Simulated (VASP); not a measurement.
# MgO: convergence, equation of state

MgO, Fm-3m (no. 225), 2 atoms in the cell. VdW-DF-cx; PAW potentials Mg, O (PBE set). VASP 6.6.1.

Wanted: equilibrium volume within 0.2 %; bulk modulus within 1 %.

What the run is for: equation of state; Accuracy asked: standard.

The series start from Plane-wave cutoff (eV): 520; k-point mesh: 9 × 9 × 9; Volumes: 5 from 0.92 to 1.08; Precision mode (PREC): Accurate; Electronic threshold (eV): 1e-6; Aspherical gradient terms in the spheres (LASPH): yes; Start of each volume: each volume from scratch. Each series keeps the choices made before it, and each single choice may use up half of a tolerance. Times cover all steps of a run.

## Plane-wave cutoff (eV)

| Plane-wave cutoff (eV) | Equilibrium volume (Å³/atom) | Bulk modulus (GPa) | Time (s) |
|---|---|---|---|
| 320 | 9.454 | 158.6 | 49 |
| 400 | 9.399 | 155.8 | 66 |
| 460 | 9.421 | 157.4 | 92 |
| 520 | 9.421 | 156.9 | 105 |
| 600 | 9.418 | 157 | 107 |
| 700 | 9.414 | 157.1 | 180 |
| 840 (reference) | 9.414 | 156.8 | 193 |

Chosen: 460, the loosest value from which every tighter one stays within half of the tolerance.

## k-point mesh

| k-point mesh | Equilibrium volume (Å³/atom) | Bulk modulus (GPa) | Time (s) |
|---|---|---|---|
| 3 × 3 × 3 | 9.443 | 154.2 | 87 |
| 4 × 4 × 4 | 9.417 | 155 | 87 |
| 5 × 5 × 5 | 9.42 | 158.5 | 84 |
| 6 × 6 × 6 | 9.419 | 156.9 | 84 |
| 7 × 7 × 7 | 9.422 | 155.6 | 85 |
| 9 × 9 × 9 | 9.421 | 157.4 | 92 |
| 11 × 11 × 11 | 9.421 | 156.6 | 115 |
| 14 × 14 × 14 (reference) | 9.42 | 156.7 | 125 |

Chosen: 9 × 9 × 9.

## Volumes

| Volumes | Equilibrium volume (Å³/atom) | Bulk modulus (GPa) | Time (s) |
|---|---|---|---|
| 5 from 0.88 to 1.12 | 9.421 | 156.8 | 99 |
| 5 from 0.92 to 1.08 | 9.421 | 157.4 | 92 |
| 7 from 0.91 to 1.09 (reference) | 9.421 | 157.6 | 141 |

Chosen: 5 from 0.92 to 1.08.

## Precision mode (PREC)

| Precision mode (PREC) | Equilibrium volume (Å³/atom) | Bulk modulus (GPa) | Time (s) |
|---|---|---|---|
| SingleN | 9.444 | 153.7 | 18 |
| Normal | 9.425 | 156.8 | 38 |
| Accurate (reference) | 9.421 | 157.4 | 92 |

Chosen: Normal.

## Electronic threshold (eV)

| Electronic threshold (eV) | Equilibrium volume (Å³/atom) | Bulk modulus (GPa) | Time (s) |
|---|---|---|---|
| 0.001 | 9.424 | 156.8 | 31 |
| 0.0001 | 9.425 | 156.8 | 32 |
| 1e-5 | 9.425 | 156.8 | 37 |
| 1e-6 | 9.425 | 156.8 | 38 |
| 1e-7 (reference) | 9.425 | 156.8 | 39 |

Chosen: 0.001.

## Aspherical gradient terms in the spheres (LASPH)

| Aspherical gradient terms in the spheres (LASPH) | Equilibrium volume (Å³/atom) | Bulk modulus (GPa) | Time (s) |
|---|---|---|---|
| no | 9.424 | 156.8 | 24 |
| yes (reference) | 9.424 | 156.8 | 31 |

Chosen: no.

## Start of each volume

| Start of each volume | Equilibrium volume (Å³/atom) | Bulk modulus (GPa) | Time (s) |
|---|---|---|---|
| each volume from scratch | 9.424 | 156.8 | 24 |
| orbitals of the volume before (WAVECAR) | 9.424 | 156.8 | 19 |

Chosen: orbitals of the volume before (WAVECAR); it saves 5.3 s of 24, so each volume from scratch would do nearly as well.

## All choices together

| Input | Equilibrium volume (Å³/atom) | Bulk modulus (GPa) | Time (s) |
|---|---|---|---|
| the program's defaults (naive) | 9.365 | 137.7 | 20 |
| chosen settings | 9.424 | 156.8 | 19 |
| reference settings throughout | 9.414 | 156.8 | 373 |

The tolerance is met.

## The input

INCAR:
```
SYSTEM = MgO
GGA = CX
LUSE_VDW = .True.
AGGAC = 0.0
ISMEAR = 0
SIGMA = 0.03
LWAVE = .True.
LCHARG = .False.
ISIF = 2
NSW = 0
PREC = Normal
LASPH = .False.
LREAL = .False.
ALGO = Normal
EDIFF = 0.001
NELM = 120
GGA_COMPAT = .False.
ENCUT = 460
EFERMI = MIDGAP
```

KPOINTS:
```
Automatic mesh
0
Gamma
  9 9 9
  0 0 0
```

POSCAR.step1:
```
MgO
1.0
    0.0000000000      2.0395201231      2.0395201231
    2.0395201231      0.0000000000      2.0395201231
    2.0395201231      2.0395201231      0.0000000000
Mg O
1 1
Direct
    0.0000000000      0.0000000000      0.0000000000
    0.5000000000      0.5000000000      0.5000000000
```

POSCAR.step2:
```
MgO
1.0
    0.0000000000      2.0686600618      2.0686600618
    2.0686600618      0.0000000000      2.0686600618
    2.0686600618      2.0686600618      0.0000000000
Mg O
1 1
Direct
    0.0000000000      0.0000000000      0.0000000000
    0.5000000000      0.5000000000      0.5000000000
```

POSCAR.step3:
```
MgO
1.0
    0.0000000000      2.0970013927      2.0970013927
    2.0970013927      0.0000000000      2.0970013927
    2.0970013927      2.0970013927      0.0000000000
Mg O
1 1
Direct
    0.0000000000      0.0000000000      0.0000000000
    0.5000000000      0.5000000000      0.5000000000
```

POSCAR.step4:
```
MgO
1.0
    0.0000000000      2.1245966808      2.1245966808
    2.1245966808      0.0000000000      2.1245966808
    2.1245966808      2.1245966808      0.0000000000
Mg O
1 1
Direct
    0.0000000000      0.0000000000      0.0000000000
    0.5000000000      0.5000000000      0.5000000000
```

POSCAR.step5:
```
MgO
1.0
    0.0000000000      2.1514931650      2.1514931650
    2.1514931650      0.0000000000      2.1514931650
    2.1514931650      2.1514931650      0.0000000000
Mg O
1 1
Direct
    0.0000000000      0.0000000000      0.0000000000
    0.5000000000      0.5000000000      0.5000000000
```

Commands (each step's output is kept before the next begins):
```
cat potpaw_PBE.64/Mg/POTCAR potpaw_PBE.64/O/POTCAR > POTCAR
cp POSCAR.step1 POSCAR
mpirun -np 1 vasp_std > vasp.out
cp POSCAR.step2 POSCAR
mpirun -np 1 vasp_std > vasp.out
cp POSCAR.step3 POSCAR
mpirun -np 1 vasp_std > vasp.out
cp POSCAR.step4 POSCAR
mpirun -np 1 vasp_std > vasp.out
cp POSCAR.step5 POSCAR
mpirun -np 1 vasp_std > vasp.out
```

The chosen input took VASP 6.6.1 19 s on 1 core (Intel Xeon Platinum 8259CL @ 2.50GHz (Skylake/Cascade Lake)), a shared host.

## An input that fails: cutoff far too low

It runs to its end, but against the unchanged starting input it is off by 4.4 % in the equilibrium volume, 13 % in the bulk modulus.

Changes against the starting input:
```
(all steps)
- PREC = Accurate
- NELM = 120
- ENCUT = 520
+ PREC = Low
+ NELM = 53
+ ENCUT = 240
```
